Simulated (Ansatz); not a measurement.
Born–Oppenheimer molecular dynamics of a periodic cell of 16 atoms, WC (start crystal WC, start structure P-6m2, volume 1.05 times the crystal's). It starts from an unrelaxed structure (largest force component 0.06 eV/Å).

The calculation used DFT PBE-D3(BJ), scalar-relativistic, plane waves, PAW (Ansatz). Settings: accuracy low, PAW set soft_1, cutoff 420 eV, k mesh 2x2x2, fermi-dirac smearing 0.3 eV, no spin polarisation.

```json
{
  "ensemble": "NVT, Langevin thermostat",
  "time step": "0.75 fs",
  "steps asked": "200",
  "set temperature": "3500 K",
  "friction": "0.02 /fs",
  "seed": "898395"
}
```

First frame:

```xyz
16
Lattice="-2.9008 -5.0243 0.0000 4.3511 -2.5121 0.0000 0.0000 0.0000 5.6941" Properties=species:S:1:pos:R:3
W 0.000 -5.024 0.000
C 1.450 -4.187 1.423
W 0.000 -5.024 2.847
C 1.450 -4.187 4.271
W -1.450 -2.512 0.000
C 0.000 -1.675 1.423
W -1.450 -2.512 2.847
C 0.000 -1.675 4.271
W 1.450 -2.512 0.000
C 2.901 -1.675 1.423
W 1.450 -2.512 2.847
C 2.901 -1.675 4.271
W 0.000 0.000 0.000
C -1.450 -4.187 1.423
W 0.000 0.000 2.847
C -1.450 -4.187 4.271
```

Task: What does the run give?

Result: All steps were run.

```yaml
steps_done: 200
time_covered: 150 fs
mean_temperature_over_the_second_half: 3143 K
spread_of_the_potential_energy_over_the_second_half: 53.5 meV per atom
mean_potential_energy_of_the_second_half_above_the_start: 416.9 meV per atom
```

The mean temperature of the second half is 10 % below the set value. A run of 0.15 ps of so small a system gives no equilibrium averages. Limits of this set-up: coarse k mesh, low accuracy level.

Task: What happens to the structure?

Result: Mean squared displacements from the first frame to the last, about the centre of mass: W 0.04 Å², C 0.07 Å². The details hang on the random start.

Task: How do temperature and energy run in time?

Result: 
```json
{"time (fs)": "0", "T (K)": "3281", "potential energy less start (eV)": "0.000"}
{"time (fs)": "12", "T (K)": "1418", "potential energy less start (eV)": "3.788"}
{"time (fs)": "24", "T (K)": "2634", "potential energy less start (eV)": "3.756"}
{"time (fs)": "36", "T (K)": "1594", "potential energy less start (eV)": "7.211"}
{"time (fs)": "48", "T (K)": "1983", "potential energy less start (eV)": "6.548"}
{"time (fs)": "60", "T (K)": "2868", "potential energy less start (eV)": "4.666"}
{"time (fs)": "72", "T (K)": "3286", "potential energy less start (eV)": "4.277"}
{"time (fs)": "84", "T (K)": "2283", "potential energy less start (eV)": "5.894"}
{"time (fs)": "96", "T (K)": "3344", "potential energy less start (eV)": "6.356"}
{"time (fs)": "108", "T (K)": "3099", "potential energy less start (eV)": "6.302"}
{"time (fs)": "120", "T (K)": "2706", "potential energy less start (eV)": "7.369"}
{"time (fs)": "132", "T (K)": "3873", "potential energy less start (eV)": "6.482"}
{"time (fs)": "144", "T (K)": "4105", "potential energy less start (eV)": "7.844"}
```

The run took 14 min on 1 thread of Arm Neoverse V2, on a shared host, peak memory 0.51 GiB.
